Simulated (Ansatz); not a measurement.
# PbSe in Ansatz: the effect of functional

PbSe:

```
Pb Se
1.0
     3.83412    0.00000    0.00000
     0.00000    3.83412    0.00000
     0.00000    0.00000    3.83412
Pb Se
1 1
Direct
  0.00000 0.00000 0.00000
  0.50000 0.50000 0.50000
```

Measurements of this composition are mostly on another form, of space group No. 225.

The cell isn't the ideal one: volume scaled by 1.04.

Alike in all runs:

| Quantity | Value |
| --- | --- |
| Program | Ansatz 0.2.0 |
| Task | single point |
| Potentials or basis | Ansatz PAW |
| k mesh | 7 × 7 × 7 |
| Occupations | fermi-dirac, width 0.05 eV |
| Spin | no spin polarisation |

```csv
functional,cutoff,pressure (GPa)
LDA,420 eV (not typed: the program's choice for these potentials),?
PBEsol,420 eV (not typed: the program's choice for these potentials),-4.7
r2SCAN,500 eV (not typed: the program's choice for these potentials),-2.5
```

What does the run with functional LDA give?

Pressure -6.2 GPa.

Caveats: the PAW data sets come from PBE, with cores solved anew for the run's functional, which leaves a small shift of forces and pressure.
